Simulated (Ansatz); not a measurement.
Start from InN in the wurtzite structure (space group P6_3mc, No. 186; a = 3.5475 Å, c = 5.7226 Å).

The values are results of r2SCAN (Ansatz, a quantum-chemistry and plane-wave program), no SOC, not measurements.

Base values:

- Pressure = 0.0 GPa

Perturbation: an isotropic linear strain of +0.59 %, atoms relaxed at fixed cell.

Q: Predict the new pressure and energy relative to the base.

A: The pressure (mean of the normal stresses, compression positive) goes from zero to -2.4 GPa; the energy rises by 2.1 meV/atom.

Whether these cells are dynamically stable was not tested. All final runs are without spin polarisation. Gaps under 0.05 eV, about the width of the smearing, are given as zero.
